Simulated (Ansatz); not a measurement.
**Cd, fcc: how the functional moves the structure**

All rows: Ansatz, plane waves with scalar-relativistic PAW, 420 eV (500 eV for the SCAN forms), relaxed under each functional, no dispersion correction, no zero-point motion. B₀ comes from uniform scaling at fixed shape; a dash is a value not given.

```
functional  V (Å³/atom)         cell  B₀ (GPa)     magnetic state  ΔE to hcp (meV/atom)
    r²SCAN        21.76  a = 4.432 Å        55  spin not included                    23
    PBEsol        20.97  a = 4.377 Å        60  spin not included                     9
       LDA        19.96  a = 4.306 Å        71  spin not included                    16
    revPBE        23.97  a = 4.577 Å        34  spin not included                     3
      RPBE        24.43  a = 4.606 Å        31  spin not included                     2
      BLYP        26.46  a = 4.730 Å        19  spin not included                     9
```

What does PBE give?

V (Å³/atom): 22.89; cell: a = 4.507 Å; B₀ (GPa): 42; magnetic state: spin not included; ΔE to hcp (meV/atom): 6.
